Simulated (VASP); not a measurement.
# BN (Qingsongite) (F-43m) in VASP: a series of runs

The runs below take BN (Qingsongite) through single point, with PBEsol, revPBE+D3(BJ), r2SCAN+rVV10, r2SCAN.

All numbers are computed with VASP 6.6.1; they aren't measurements. Logs are shortened: lines on timing, memory, paths and dates and some standing lists are left out, and cuts for length are marked.

**Measured values to compare with.**

From a printed reference work, monograph, for a bulk crystal of BN at 300 K: band gap 6.4 eV (indirect).

The runs below are set against these values where they give the same quantity.

## (1) The cell of the first run

It takes space group F-43m (No. 216, cubic). The conventional cell has a = 3.606 Å, b = 3.606 Å, c = 3.606 Å, α = 90.00°, β = 90.00°, γ = 90.00°. Within 2.1 Å of B (site symmetry -43m) lie 4 N at 1.56 Å. N (site symmetry -43m) has 4 B at 1.56 Å within 2.1 Å.

## (2) Single point, PBEsol

Contents of INCAR:

```
SYSTEM = BN
PREC = Accurate ; ENCUT = 520
EDIFF = 1E-7 ; ISMEAR = -1
SIGMA = 0.01 ; LREAL = .FALSE.
LASPH = .TRUE. ; NELM = 60
ALGO = Normal ; ISIF = 2
LWAVE = .FALSE. ; LCHARG = .FALSE.
GGA = PS ; NBANDS = 11
```

Contents of KPOINTS:

```
regular mesh
0
G
  10 10 10
  0 0 0
```

Contents of POSCAR:

```
BN
1.0
    0.0000000000      1.8028456632      1.8028456632
    1.8028456632      0.0000000000      1.8028456632
    1.8028456632      1.8028456632      0.0000000000
B N
1 1
Direct
    0.0000000000      0.0000000000      0.0000000000
    0.2500000000      0.2500000000      0.2500000000
```

Potentials or basis: VASP PAW PBE potentials, release 64 (B, N).

The run is started by

```bash
$ cat potpaw_PBE.64/B/POTCAR potpaw_PBE.64/N/POTCAR > POTCAR
$ mpirun -np 1 vasp_std > vasp.out
```

OUTCAR:

```text
SYSTEM = BN
   PREC = Accurate
   ENCUT = 520
   EDIFF = 1E-7
   ISMEAR = -1
   LREAL = .FALSE.
   LASPH = .TRUE.
   NELM = 60
   ISIF = 2
   GGA = PS

 ion  position               nearest neighbor table
   1  0.000  0.000  0.000-   2 1.56   2 1.56   2 1.56   2 1.56
   2  0.250  0.250  0.250-   1 1.56   1 1.56   1 1.56   1 1.56

  LATTYP: Found a face centered cubic cell.
 ALAT       =     3.6056913264

  Lattice vectors:

 A1 = (   0.0000000000,   1.8028456632,   1.8028456632)
 A2 = (   1.8028456632,   0.0000000000,   1.8028456632)
 A3 = (   1.8028456632,   1.8028456632,   0.0000000000)

Analysis of symmetry for initial positions (statically):
=====================================================================
 Subroutine PRICEL returns:
 Original cell was already a primitive cell.

 Routine SETGRP: Setting up the symmetry group for a
 face centered cubic supercell.

 Subroutine GETGRP returns: Found 24 space group operations
 (whereof 24 operations were pure point group operations)
 out of a pool of 48 trial point group operations.

The static configuration has the point symmetry T_d .

Analysis of symmetry for dynamics (positions and initial velocities):
=====================================================================
 Subroutine PRICEL returns:
 Original cell was already a primitive cell.

 Routine SETGRP: Setting up the symmetry group for a
 face centered cubic supercell.

 Subroutine GETGRP returns: Found 24 space group operations
 (whereof 24 operations were pure point group operations)
 out of a pool of 48 trial point group operations.

The dynamic configuration has the point symmetry T_d .

 Subroutine INISYM returns: Found 24 space group operations
 (whereof 24 operations are pure point group operations),
 and found     1 'primitive' translations

----------------------------------------------------------------------------------------

                                     Primitive cell

  volume of cell :      11.7194

  direct lattice vectors                    reciprocal lattice vectors
     0.000000000  1.802845663  1.802845663    -0.277339325  0.277339325  0.277339325
     1.802845663  0.000000000  1.802845663     0.277339325 -0.277339325  0.277339325
     1.802845663  1.802845663  0.000000000     0.277339325  0.277339325 -0.277339325

  length of vectors
[... 87 lines left out ...]
   NFREE  =      0    steps in history (QN), initial steepest desc. (CG)
   ISIF   =      2    stress and relaxation
   ISYM   =      2    0-nonsym 1-usesym 2-fastsym
   POTIM  = 0.5000    time-step for ionic-motion
   TEBEG  =    0.0;   TEEND  =   0.0 temperature during run
   PSTRESS=    0.0 pullay stress
   NELECT =       8.0000    total number of electrons
   NUPDOWN=      -1.0000    fix difference up-down
   EMIN   =  10.00;   EMAX   =-10.00  energy-range for DOS
   EFERMI =   0.00;   METHOD = LEGACY
   ISMEAR =    -1;   SIGMA  =   0.01  broadening in eV -4-tet -1-fermi 0-gaus
   EFERMI_NEDOS =   21; number of points for ismear=-14 and -15
   IALGO  =     38    algorithm
   IMIX   =      4    mixing-type and parameters
     AMIX     =   0.40;   BMIX     =  1.00
     AMIX_MAG =   1.60;   BMIX_MAG =  1.00
  volume/ion in A,a.u.               =       5.86        39.54
  Fermi-wavevector in a.u.,A,eV,Ry     =   1.441461  2.723967 28.270325  2.077810
  Thomas-Fermi vector in A             =   2.560091
   LORBIT       =      0    0 simple, 1 ext, 2 COOP (PROOUT), +10 PAW based schemes
   GGA     = PS    functional components
   LHFCALC =     F    Hartree Fock is set to
   AEXX    =    0.0000 exact exchange contribution
   IVDW    =     0    specifies the selected vdW correction
   LEPSILON=     F    determine dielectric tensor
   LRPA    =     F    only Hartree local field effects (RPA)
 non-spin polarized calculation
  energy-cutoff  :      520.00
  volume of cell :       11.72
 maximum number of plane-waves:       332
   NGX =  9   NGY =  9   NGZ =  9

 number of electron       7.9999999 magnetization

 Free energy of the ion-electron system (eV)
  ---------------------------------------------------
  ext. energy  EPLUGINS =         0.00000000
  ---------------------------------------------------
  free energy    TOTEN  =       -18.34681408 eV

  energy without entropy =      -18.34681408  energy(sigma->0) =      -18.34681408

 E-fermi :   7.7710     XC(G=0): -13.0540

 val. band max:        7.4583802889   @ k =   0.0000   0.0000   0.0000
 cond. band min:      11.7431923119   @ k =   0.5000   0.5000   0.0000
 fundamental gap:      4.2848120230
 Fermi energy:         7.7709577812

 k-point     1 :       0.0000    0.0000    0.0000
  band No.  band energies     occupation
      1     -12.8831      2.00000
      2       7.4584      2.00000
      3       7.4584      2.00000
      4       7.4584      2.00000
      5      16.2563      0.00000
      6      16.2563      0.00000
      7      16.2563      0.00000
      8      17.8510      0.00000
      9      32.1135      0.00000
     10      35.2430      0.00000
     11      35.2430      0.00000
[... 309 lines left out ...]
 k-point    24 :       0.4000    0.3000    0.0000
  band No.  band energies     occupation
      1      -9.0509      2.00000
      2       0.6306      2.00000
      3       2.8764      2.00000
      4       3.3226      2.00000
      5      13.4281      0.00000
      6      18.0057      0.00000
      7      22.9900      0.00000
      8      23.0805      0.00000
      9      27.1185      0.00000
     10      34.5914      0.00000
     11      39.2387      0.00000

 [... further k-points ...]

------------------------ aborting loop because EDIFF is reached ----------------------------------------

  FORCE on cell =-STRESS in cart. coord.  units (eV):
  Direction    XX          YY          ZZ          XY          YZ          ZX
  --------------------------------------------------------------------------------------
  -------------------------------------------------------------------------------------
  Total        0.0452233      0.0452233      0.0452233      0.0000000     -0.0000000     -0.0000000
  in kB        6.1825491      6.1825491      6.1825491      0.0000000     -0.0000000     -0.0000000
  external PRESSURE =       6.1825491 kB  Pullay stress =       0.0000000 kB

 VOLUME and BASIS-vectors are now :
 -----------------------------------------------------------------------------
  energy-cutoff  :      520.00
  volume of cell :       11.72
      direct lattice vectors                 reciprocal lattice vectors
     0.000000000  1.802845663  1.802845663    -0.277339325  0.277339325  0.277339325
     1.802845663  0.000000000  1.802845663     0.277339325 -0.277339325  0.277339325
     1.802845663  1.802845663  0.000000000     0.277339325  0.277339325 -0.277339325

 POSITION                                       TOTAL-FORCE (eV/Angst)
 -----------------------------------------------------------------------------------
      0.00000      0.00000      0.00000        -0.000000     -0.000000     -0.000000
      0.90142      0.90142      0.90142         0.000000      0.000000      0.000000
 -----------------------------------------------------------------------------------
    total drift:                                0.000000      0.000000      0.000000

  FREE ENERGIE OF THE ION-ELECTRON SYSTEM (eV)
  ---------------------------------------------------
  free  energy   TOTEN  =       -18.3468140793 eV

  energy  without entropy=      -18.3468140793  energy(sigma->0) =      -18.34681408
```

OSZICAR:

```text
N       E                     dE             d eps       ncg     rms          rms(c)
DAV:   1     0.892643185744E+01    0.89264E+01   -0.48926E+03  1066   0.715E+02
DAV:   2    -0.188240218919E+02   -0.27750E+02   -0.27097E+02  1241   0.165E+02
DAV:   3    -0.193035328221E+02   -0.47951E+00   -0.47884E+00  1232   0.183E+01
DAV:   4    -0.193040241151E+02   -0.49129E-03   -0.49129E-03  1112   0.667E-01
DAV:   5    -0.193040245422E+02   -0.42710E-06   -0.42708E-06  1190   0.194E-02    0.660E+00
DAV:   6    -0.184534249207E+02    0.85060E+00   -0.26627E+00  1076   0.937E+00    0.328E+00
DAV:   7    -0.183674634566E+02    0.85961E-01   -0.10229E-01  1157   0.255E+00    0.188E+00
DAV:   8    -0.183467968232E+02    0.20667E-01   -0.32856E-02  1163   0.125E+00    0.182E-01
DAV:   9    -0.183467931241E+02    0.36991E-05   -0.84390E-04  1100   0.245E-01    0.798E-02
DAV:  10    -0.183468122417E+02   -0.19118E-04   -0.61906E-05  1151   0.689E-02    0.132E-02
DAV:  11    -0.183468140558E+02   -0.18141E-05   -0.41182E-06  1144   0.155E-02    0.838E-03
DAV:  12    -0.183468140870E+02   -0.31201E-07   -0.10096E-06  1133   0.668E-03    0.339E-04
DAV:  13    -0.183468140793E+02    0.76797E-08   -0.11781E-08   535   0.110E-03
   1 F= -.18346814E+02 E0= -.18346814E+02  d E =-.515686E-16
```

Run time: 3.4 s. Hardware: 1 thread of Intel Xeon 6975P-C (Granite Rapids), shared host; peak memory 0.12 GiB.

What came out:

```yaml
Free_energy: -18.3468 eV
Pressure: 0.6 GPa
Band_gap_on_the_k_mesh: 4.28 eV, indirect (least direct gap 8.80 eV)
```

Levels at points of the mesh, in eV from the valence-band top:
| k point | band 1 | band 2 | band 3 | band 4 | band 5 | band 6 | band 7 | band 8 |
| --- | --- | --- | --- | --- | --- | --- | --- | --- |
| (0.00, 0.00, 0.00) | -20.34 | 0.00 | 0.00 | 0.00 | 8.80 | 8.80 | 8.80 | 10.39 |
| (0.50, 0.00, 0.00) | -16.04 | -10.85 | -1.96 | -1.96 | 10.19 | 10.66 | 10.66 | 15.15 |
| (0.50, 0.50, 0.00) | -14.65 | -9.02 | -4.98 | -4.98 | 4.28 | 9.13 | 18.00 | 18.00 |

Caveat: the PAW data sets were made with another functional, which shifts forces and pressure a little.

## (3) Single point, revPBE+D3(BJ)

This run uses another cell than the first one, of 5.84 Å³/atom, 0.997 times its volume.

Contents of INCAR:

```
SYSTEM = BN
PREC = Accurate
ENCUT = 520
EDIFF = 1E-7
ISMEAR = -1
SIGMA = 0.01
LREAL = .False.
LASPH = .True.
NELM = 80
ALGO = Normal
ISIF = 2
LWAVE = .False.
LCHARG = .False.
GGA = RE
IVDW = 12
NBANDS = 11
```

Contents of KPOINTS:

```
regular mesh
0
Gamma
  10 10 10
  0 0 0
```

Contents of POSCAR:

```
BN
1.0
    0.0000000000      1.8008847716      1.8008847716
    1.8008847716      0.0000000000      1.8008847716
    1.8008847716      1.8008847716      0.0000000000
B N
1 1
Direct
    0.0000000000      0.0000000000      0.0000000000
    0.2500000000      0.2500000000      0.2500000000
```

Potentials or basis: VASP PAW PBE potentials, release 64 (B, N).

The run is started by

```bash
$ cat potpaw_PBE.64/B/POTCAR potpaw_PBE.64/N/POTCAR > POTCAR
$ mpirun -np 1 vasp_std > vasp.out
```

Run time: 3.2 s. Hardware: 1 thread of Intel Xeon 6975P-C (Granite Rapids), shared host; peak memory 0.13 GiB.

Results (log left out):

```
Free energy                : -17.6309 eV
Pressure                   : 0.3 GPa
Band gap on the k mesh     : 4.49 eV, indirect (least direct gap 8.92 eV)
Dispersion energy per atom : -0.436 eV
```

Levels at points of the mesh, in eV from the valence-band top:
```
           k point  band 2  band 3  band 4  band 5  band 6  band 7
(0.00, 0.00, 0.00)    0.00    0.00    0.00    8.92    8.92    8.92
(0.50, 0.00, 0.00)  -10.80   -1.96   -1.96   10.28   10.80   10.80
(0.50, 0.50, 0.00)   -9.01   -4.96   -4.96    4.49    9.31   18.18
```

Caveat: the PAW data sets were made with another functional, which shifts forces and pressure a little.

## (4) Single point, r2SCAN+rVV10

Contents of POSCAR:

```
BN
1.0
    0.0000000000      1.8034143773      1.8034143773
    1.8034143773      0.0000000000      1.8034143773
    1.8034143773      1.8034143773      0.0000000000
B N
1 1
Direct
    0.0000000000      0.0000000000      0.0000000000
    0.2500000000      0.2500000000      0.2500000000
```

Contents of INCAR.step1:

```
PREC = Accurate
ENCUT = 520
ISMEAR = -1
SIGMA = 0.01
LREAL = F
LASPH = T
NELM = 100
NBANDS = 11
GGA = PE
ALGO = Normal
EDIFF = 1E-4
LWAVE = T
LCHARG = F
```

Contents of INCAR.step2:

```
PREC = Accurate
ENCUT = 520
EDIFF = 1E-6
ISMEAR = -1
SIGMA = 0.01
LREAL = F
LASPH = T
NELM = 100
ALGO = Normal
ISIF = 2
LWAVE = F
LCHARG = T
METAGGA = R2SCAN
LMIXTAU = T
LUSE_VDW = T
IVDW_NL = 2
BPARAM = 11.95
CPARAM = 0.0093
LELF = T
LVHAR = T
NBANDS = 11
ISTART = 1
```

Contents of KPOINTS:

```
regular mesh
0
Gamma
  10 10 10
```

The run is started by

```bash
$ cat potpaw_PBE.64/B/POTCAR potpaw_PBE.64/N/POTCAR > POTCAR
$ cp INCAR.step1 INCAR
$ mpirun -np 1 vasp_std > vasp.out
$ cp INCAR.step2 INCAR
$ mpirun -np 1 vasp_std > vasp.out
```

Run time: 18 s. Hardware: 1 thread of Intel Xeon 6975P-C (Granite Rapids), shared host; peak memory 0.17 GiB.

The run converged. Its results:

```
Free energy            : -19.0721 eV
Pressure               : 1.2 GPa
Band gap on the k mesh : 4.94 eV, indirect (least direct gap 9.55 eV)
```

Levels at points of the mesh, in eV from the valence-band top:
```
           k point  band 1  band 2  band 3  band 4  band 5  band 6  band 7  band 8  band 9
(0.00, 0.00, 0.00)  -21.38    0.00    0.00    0.00    9.55    9.55    9.55   11.14   26.20
(0.50, 0.00, 0.00)  -17.05  -11.17   -2.03   -2.03   10.86   11.49   11.49   16.43   24.92
(0.50, 0.50, 0.00)  -15.61   -9.38   -5.14   -5.14    4.94    9.82   19.36   19.36   22.28
```

Caveat: the PAW data sets were made with another functional, which shifts forces and pressure a little.

## (5) Single point, r2SCAN

This run uses another cell than the first one, of 5.88 Å³/atom, 1.003 times its volume.

Contents of POSCAR:

```
BN
1.0
    0.0000000000      1.8048643421      1.8048643421
    1.8048643421      0.0000000000      1.8048643421
    1.8048643421      1.8048643421      0.0000000000
B N
1 1
Direct
    0.0000000000      0.0000000000      0.0000000000
    0.2500000000      0.2500000000      0.2500000000
```

Contents of INCAR.step1:

```
SYSTEM = BN
PREC     = Accurate       ! precision mode
ENCUT    = 520            ! plane-wave cutoff, eV
ISMEAR   = -1             ! smearing method
SIGMA    = 0.01           ! smearing width, eV
LREAL    = .FALSE.        ! projectors in reciprocal space
LASPH    = .TRUE.         ! aspherical terms in the spheres
NELM     = 100            ! most SCF steps
NBANDS   = 11             ! bands
GGA      = PE             ! functional
ALGO     = Normal         ! electronic algorithm
EDIFF    = 1E-4           ! SCF threshold, eV
LWAVE    = .TRUE.         ! write WAVECAR
LCHARG   = .FALSE.        ! write CHGCAR
```

Contents of INCAR.step2:

```
SYSTEM = BN
PREC     = Accurate       ! precision mode
ENCUT    = 520            ! plane-wave cutoff, eV
EDIFF    = 1E-6           ! SCF threshold, eV
ISMEAR   = -1             ! smearing method
SIGMA    = 0.01           ! smearing width, eV
LREAL    = .FALSE.        ! projectors in reciprocal space
LASPH    = .TRUE.         ! aspherical terms in the spheres
NELM     = 100            ! most SCF steps
ALGO     = Normal         ! electronic algorithm
ISIF     = 2              ! what is computed and relaxed
LWAVE    = .FALSE.        ! write WAVECAR
LCHARG   = .TRUE.         ! write CHGCAR
METAGGA  = R2SCAN         ! meta-GGA
LMIXTAU  = .TRUE.       
LELF     = .TRUE.         ! ELF
LVHAR    = .TRUE.       
NBANDS   = 11             ! bands
ISTART   = 1
```

Contents of KPOINTS:

```
Automatic mesh
0
G
  10 10 10
  0 0 0
```

Potentials or basis: VASP PAW PBE potentials, release 64 (B, N).

The run is started by

```bash
$ cat potpaw_PBE.64/B/POTCAR potpaw_PBE.64/N/POTCAR > POTCAR
$ cp INCAR.step1 INCAR
$ mpirun -np 1 vasp_std > vasp.out
$ cp INCAR.step2 INCAR
$ mpirun -np 1 vasp_std > vasp.out
```

OUTCAR:

```text
SYSTEM = BN
   PREC = Accurate
   ENCUT = 520
   EDIFF = 1E-6
   ISMEAR = -1
   LREAL = .FALSE.
   LASPH = .TRUE.
   NELM = 100
   ISIF = 2
   METAGGA = R2SCAN
   ISTART = 1

 ion  position               nearest neighbor table
   1  0.000  0.000  0.000-   2 1.56   2 1.56   2 1.56   2 1.56
   2  0.250  0.250  0.250-   1 1.56   1 1.56   1 1.56   1 1.56

  LATTYP: Found a face centered cubic cell.
 ALAT       =     3.6097286842

  Lattice vectors:

[... 521 lines left out ...]

------------------------ aborting loop because EDIFF is reached ----------------------------------------

  FORCE on cell =-STRESS in cart. coord.  units (eV):
  Direction    XX          YY          ZZ          XY          YZ          ZX
  --------------------------------------------------------------------------------------
  -------------------------------------------------------------------------------------
  Total        0.0823284      0.0823284      0.0823284      0.0000000     -0.0000000     -0.0000000
  in kB       11.2175130     11.2175130     11.2175130      0.0000000     -0.0000000     -0.0000000
  external PRESSURE =      11.2175130 kB  Pullay stress =       0.0000000 kB

 VOLUME and BASIS-vectors are now :
 -----------------------------------------------------------------------------
  energy-cutoff  :      520.00
  volume of cell :       11.76
      direct lattice vectors                 reciprocal lattice vectors
     0.000000000  1.804864342  1.804864342    -0.277029131  0.277029131  0.277029131
     1.804864342  0.000000000  1.804864342     0.277029131 -0.277029131  0.277029131
     1.804864342  1.804864342  0.000000000     0.277029131  0.277029131 -0.277029131

 POSITION                                       TOTAL-FORCE (eV/Angst)
 -----------------------------------------------------------------------------------
      0.00000      0.00000      0.00000        -0.000000     -0.000000     -0.000000
      0.90243      0.90243      0.90243         0.000000      0.000000      0.000000
 -----------------------------------------------------------------------------------
    total drift:                                0.000000      0.000000      0.000000

  FREE ENERGIE OF THE ION-ELECTRON SYSTEM (eV)
  ---------------------------------------------------
  free  energy   TOTEN  =       -19.1715920288 eV

  energy  without entropy=      -19.1715920288  energy(sigma->0) =      -19.17159203
```

It took 12 s on 1 thread of Intel Xeon 6975P-C (Granite Rapids), shared host; peak memory 0.12 GiB.

What came out:

```yaml
Free_energy: -19.1716 eV
Pressure: 1.1 GPa
Band_gap_on_the_k_mesh: 4.98 eV, indirect (least direct gap 9.55 eV)
```

Caveat: the PAW data sets were made with another functional, which shifts forces and pressure a little.

## (6) Summary

```tsv
level	cell	gap on the mesh (eV)	pressure (GPa)
PBEsol	a = 2.550 Å, angles 60.0°, 2 atoms	4.28	0.6
revPBE+D3(BJ)	a = 2.547 Å, angles 60.0°, 2 atoms	4.49	0.3
r2SCAN+rVV10	a = 2.550 Å, angles 60.0°, 2 atoms	4.94	1.2
r2SCAN	a = 2.552 Å, angles 60.0°, 2 atoms	4.98	1.1
```

Alike in all rows: task single point; potentials or basis VASP PAW PBE potentials, release 64 (B, N); no spin polarisation; k mesh 10 × 10 × 10; cutoff (eV) 520; smearing fermi-dirac 0.01 eV.

On the cell as given the gap runs from 4.28 eV (PBEsol) to 4.94 eV (r2SCAN+rVV10). The pressure there spans 0.3 GPa (revPBE+D3(BJ)) to 1.2 GPa (r2SCAN+rVV10); a positive pressure means that this level wants a larger cell, a negative one a smaller.

Caveats: the PAW data sets were made with another functional, which shifts forces and pressure a little.

Total energies depend on the potentials used, so only differences within one code and one set of settings carry meaning.

## (7) How close it comes

Step 2. Measured gap of BN: 6.4 eV (indirect; 300 K; a printed reference work, monograph). This calculation gives 4.28 eV (-2.12 eV). The value is that of PBEsol on a finite k mesh, which can miss the band edges, without temperature or zero-point motion. Semilocal functionals fall short of measured gaps as a rule.

Step 3. Against the measured gap of BN, 6.4 eV (indirect; 300 K; a printed reference work, monograph), the calculated 4.49 eV is off by -1.91 eV. The value is that of revPBE+D3(BJ) on a finite k mesh, which can miss the band edges, without temperature or zero-point motion. Semilocal functionals fall short of measured gaps as a rule.

Step 4. Against the measured gap of BN, 6.4 eV (indirect; 300 K; a printed reference work, monograph), the calculated 4.94 eV is off by -1.46 eV. The value is that of r2SCAN+rVV10 on a finite k mesh, which can miss the band edges, without temperature or zero-point motion.

Step 5. Against the measured gap of BN, 6.4 eV (indirect; 300 K; a printed reference work, monograph), the calculated 4.98 eV is off by -1.42 eV. The value is that of r2SCAN on a finite k mesh, which can miss the band edges, without temperature or zero-point motion.
